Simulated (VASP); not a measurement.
# GaP (F-43m) in VASP: notebook, part 3 of 3

VASP 6.6.1.

## (4) Relaxation of cell and atoms, PBE (cell and atoms relaxed tightly for response)

INCAR

```
PREC     = Accurate       # precision mode
ENCUT    = 600            # plane-wave cutoff, eV
EDIFF    = 1E-7           # SCF threshold, eV
ISMEAR   = 0              # smearing method
SIGMA    = 0.01           # smearing width, eV
LREAL    = False          # projectors in reciprocal space
LASPH    = True           # aspherical terms in the spheres
NELM     = 80             # most SCF steps
ALGO     = Fast           # electronic algorithm
ISIF     = 3              # what is computed and relaxed
LWAVE    = False          # write WAVECAR
LCHARG   = False          # write CHGCAR
GGA      = PE             # functional
IBRION   = 2              # ionic algorithm
NSW      = 80             # ionic steps
EDIFFG   = -0.001         # ionic threshold
```

KPOINTS

```
regular mesh
0
Gamma
  8 8 8
```

POSCAR

```
GaP
1.0
    0.0000000000      2.7525368041      2.7525368041
    2.7525368041      0.0000000000      2.7525368041
    2.7525368041      2.7525368041      0.0000000000
Ga P
1 1
Direct
    0.0000000000      0.0000000000      0.0000000000
    0.2500000000      0.2500000000      0.2500000000
```

Started as:

```
> cat potpaw_PBE.64/Ga_d/POTCAR potpaw_PBE.64/P/POTCAR > POTCAR
> mpirun -np 1 vasp_std > vasp.out
```

It took 34 s on 1 thread of Intel Xeon Platinum 8375C at 2.90GHz (Ice Lake), shared host; peak memory 0.19 GiB.

The run converged. Its results:

- Free energy: -9.1255 eV
- Relaxed volume: 20.86 Å³/atom
- Relaxed cell: a = 3.893 Å, b = 3.893 Å, c = 3.893 Å, α = 60.00°, β = 60.00°, γ = 60.00°
- Space group after relaxing (to 0.05 Å): F-43m (No. 216)
- Energy gained by relaxing: 0.0 meV/atom
- Ionic steps: 5
- Pressure after relaxing: 0.0 GPa
- Band gap on the k mesh: 1.58 eV, direct

Final structure:
```cif
data_structure
_symmetry_space_group_name_H-M 'P 1'
_symmetry_Int_Tables_number 1
_cell_length_a 3.8931
_cell_length_b 3.8931
_cell_length_c 3.8931
_cell_angle_alpha 60.000
_cell_angle_beta 60.000
_cell_angle_gamma 60.000
_cell_volume 41.72
loop_
_atom_site_label
_atom_site_type_symbol
_atom_site_fract_x
_atom_site_fract_y
_atom_site_fract_z
_atom_site_occupancy
Ga1 Ga 0.00000 0.00000 0.00000 1
P1 P 0.25000 0.25000 0.25000 1
```

Levels at points of the mesh, in eV from the valence-band top:
| k point | band 5 | band 6 | band 7 | band 8 | band 9 | band 10 | band 11 | band 12 | band 13 |
| --- | --- | --- | --- | --- | --- | --- | --- | --- | --- |
| (0.00, 0.00, 0.00) | -14.41 | -12.27 | 0.00 | 0.00 | 0.00 | 1.58 | 3.90 | 3.90 | 3.90 |
| (0.50, 0.00, 0.00) | -14.41 | -10.30 | -6.46 | -1.07 | -1.07 | 1.58 | 4.73 | 4.73 | 8.23 |
| (0.50, 0.50, 0.00) | -14.39 | -9.44 | -6.61 | -2.58 | -2.58 | 1.72 | 1.85 | 10.37 | 10.37 |

## (5) Single point, PBE

INCAR

```
PREC = Accurate ; ENCUT = 520
EDIFF = 1E-7 ; ISMEAR = 0
SIGMA = 0.1 ; LREAL = False
LASPH = True ; NELM = 80
ALGO = Normal ; ISIF = 2
LWAVE = False ; LCHARG = False
GGA = PE ; NBANDS = 16
```

KPOINTS

```
regular mesh
0
Gamma
  6 6 6
```

POSCAR

```
GaP
1.0
    0.0000000000      2.7252500000      2.7252500000
    2.7252500000      0.0000000000      2.7252500000
    2.7252500000      2.7252500000      0.0000000000
Ga P
1 1
Direct
    0.0000000000      0.0000000000      0.0000000000
    0.2500000000      0.2500000000      0.2500000000
```

Potentials or basis: VASP PAW PBE potentials, release 64 (Ga_d, P).

Started as:

```
> cat potpaw_PBE.64/Ga_d/POTCAR potpaw_PBE.64/P/POTCAR > POTCAR
> mpirun -np 1 vasp_std > vasp.out
```

OUTCAR:

```text
PREC = Accurate
   ENCUT = 520
   EDIFF = 1E-7
   ISMEAR = 0
   LREAL = False
   LASPH = True
   NELM = 80
   ISIF = 2
   GGA = PE

 ion  position               nearest neighbor table
   1  0.000  0.000  0.000-   2 2.36   2 2.36   2 2.36   2 2.36
   2  0.250  0.250  0.250-   1 2.36   1 2.36   1 2.36   1 2.36

  LATTYP: Found a face centered cubic cell.
 ALAT       =     5.4505000000

  Lattice vectors:

 A1 = (   0.0000000000,   2.7252500000,   2.7252500000)
 A2 = (   2.7252500000,   0.0000000000,   2.7252500000)
 A3 = (   2.7252500000,   2.7252500000,   0.0000000000)

Analysis of symmetry for initial positions (statically):
=====================================================================
 Subroutine PRICEL returns:
 Original cell was already a primitive cell.

 Routine SETGRP: Setting up the symmetry group for a
 face centered cubic supercell.

 Subroutine GETGRP returns: Found 24 space group operations
 (whereof 24 operations were pure point group operations)
 out of a pool of 48 trial point group operations.

The static configuration has the point symmetry T_d .

Analysis of symmetry for dynamics (positions and initial velocities):
=====================================================================
 Subroutine PRICEL returns:
 Original cell was already a primitive cell.

 Routine SETGRP: Setting up the symmetry group for a
 face centered cubic supercell.

 Subroutine GETGRP returns: Found 24 space group operations
 (whereof 24 operations were pure point group operations)
 out of a pool of 48 trial point group operations.

The dynamic configuration has the point symmetry T_d .

 Subroutine INISYM returns: Found 24 space group operations
 (whereof 24 operations are pure point group operations),
 and found     1 'primitive' translations

----------------------------------------------------------------------------------------

                                     Primitive cell
[... 101 lines left out ...]
     AMIX     =   0.40;   BMIX     =  1.00
     AMIX_MAG =   1.60;   BMIX_MAG =  1.00
  volume/ion in A,a.u.               =      20.24       136.59
  Fermi-wavevector in a.u.,A,eV,Ry     =   1.249538  2.361284 21.243377  1.561344
  Thomas-Fermi vector in A             =   2.383574
   LORBIT       =      0    0 simple, 1 ext, 2 COOP (PROOUT), +10 PAW based schemes
   GGA     = PE    functional components
   LHFCALC =     F    Hartree Fock is set to
   AEXX    =    0.0000 exact exchange contribution
   IVDW    =     0    specifies the selected vdW correction
   LEPSILON=     F    determine dielectric tensor
   LRPA    =     F    only Hartree local field effects (RPA)
 non-spin polarized calculation
 Gauss-broadening in eV      SIGMA  =   0.10
  energy-cutoff  :      520.00
  volume of cell :       40.48
 maximum number of plane-waves:      1113
 NGX is ok and might be reduce to    30
   NGX = 15   NGY = 15   NGZ = 15

 number of electron      17.9999989 magnetization

 Free energy of the ion-electron system (eV)
  ---------------------------------------------------
  ext. energy  EPLUGINS =         0.00000000
  ---------------------------------------------------
  free energy    TOTEN  =        -9.10236779 eV

  energy without entropy =       -9.10236779  energy(sigma->0) =       -9.10236779

 E-fermi :   5.0700     XC(G=0):  -9.8299

 val. band max:        4.6590090130   @ k =   0.0000   0.0000   0.0000
 cond. band min:       6.3100464488   @ k =   0.5000   0.5000   0.0000
 fundamental gap:      1.6510374358
 Fermi energy:         5.0699973247

 k-point     1 :       0.0000    0.0000    0.0000
  band No.  band energies     occupation
      1      -9.8994      2.00000
      2      -9.8994      2.00000
      3      -9.8994      2.00000
      4      -9.7999      2.00000
      5      -9.7999      2.00000
      6      -7.8340      2.00000
[... 281 lines left out ...]
      3      -9.8393      2.00000
      4      -9.8204      2.00000
      5      -9.7867      2.00000
      6      -4.7983      2.00000
[... 8 lines left out ...]
     15      16.5630      0.00000
     16      18.2640      0.00000

------------------------ aborting loop because EDIFF is reached ----------------------------------------

  FORCE on cell =-STRESS in cart. coord.  units (eV):
  Direction    XX          YY          ZZ          XY          YZ          ZX
  --------------------------------------------------------------------------------------
  -------------------------------------------------------------------------------------
  Total        0.6335791      0.6335791      0.6335791     -0.0000000      0.0000000      0.0000000
  in kB       25.0762367     25.0762367     25.0762367     -0.0000000      0.0000000      0.0000000
  external PRESSURE =      25.0762367 kB  Pullay stress =       0.0000000 kB

 VOLUME and BASIS-vectors are now :
 -----------------------------------------------------------------------------
  energy-cutoff  :      520.00
  volume of cell :       40.48
      direct lattice vectors                 reciprocal lattice vectors
     0.000000000  2.725250000  2.725250000    -0.183469406  0.183469406  0.183469406
     2.725250000  0.000000000  2.725250000     0.183469406 -0.183469406  0.183469406
     2.725250000  2.725250000  0.000000000     0.183469406  0.183469406 -0.183469406

 POSITION                                       TOTAL-FORCE (eV/Angst)
 -----------------------------------------------------------------------------------
      0.00000      0.00000      0.00000        -0.000000     -0.000000     -0.000000
      1.36262      1.36262      1.36262         0.000000      0.000000      0.000000
 -----------------------------------------------------------------------------------
    total drift:                                0.000002      0.000002      0.000002

  FREE ENERGIE OF THE ION-ELECTRON SYSTEM (eV)
  ---------------------------------------------------
  free  energy   TOTEN  =        -9.1023677947 eV

  energy  without entropy=       -9.1023677947  energy(sigma->0) =       -9.10236779
```

Wall time 11 s (1 thread of Intel Xeon Platinum 8375C at 2.90GHz (Ice Lake), shared host); peak memory 0.16 GiB.

Results:

| Property | Result |
| --- | --- |
| Free energy | -9.1024 eV |
| Pressure | 2.5 GPa |
| Band gap on the k mesh | 1.65 eV, indirect (least direct gap 1.83 eV) |

Levels at points of the mesh, in eV from the valence-band top:
```csv
k point,band 7,band 8,band 9,band 10,band 11,band 12
"(0.00, 0.00, 0.00)",0.00,0.00,0.00,1.83,3.88,3.88
"(0.50, 0.00, 0.00)",-6.63,-1.12,-1.12,1.67,4.72,4.72
"(0.50, 0.50, 0.00)",-6.76,-2.68,-2.68,1.65,1.82,10.59
```

## (6) The runs side by side

| task | cell | k mesh | cutoff (eV) | smearing | gap on the mesh (eV) | pressure (GPa) | relaxed volume (Å³/atom) |
| --- | --- | --- | --- | --- | --- | --- | --- |
| relaxation of cell and atoms | relaxed | 8 × 8 × 8 | 600 | gaussian 0.02 eV | 1.58 | 0.0 | 20.86 |
| single point | cell and atoms relaxed tightly for response | 8 × 8 × 8 | 520 | gaussian 0.01 eV | 1.58 | 0.0 | - |
| relaxation of cell and atoms | relaxed from: cell and atoms relaxed tightly for response | 8 × 8 × 8 | 600 | gaussian 0.01 eV | 1.58 | 0.0 | 20.86 |
| single point | as given | 6 × 6 × 6 | 520 | gaussian 0.1 eV | 1.65 | 2.5 | - |

Alike in all rows: level PBE; potentials or basis VASP PAW PBE potentials, release 64 (Ga_d, P); no spin polarisation.

Total energies depend on the potentials used, so only differences within one code and one set of settings carry meaning.

## (7) Comparison with measurements

Step 5. Against the measured gap of GaP, 2.34 eV (indirect; 10 K; quoted in “Stacking defects in GaP nanowires: Electronic structure and optical properties”, 2018, arxiv:1810.01194), the calculated 1.65 eV is off by -0.69 eV. Spin-orbit coupling on Ga is left out. The value is that of PBE on a finite k mesh, which can miss the band edges, without temperature or zero-point motion. Semilocal functionals fall short of measured gaps as a rule.
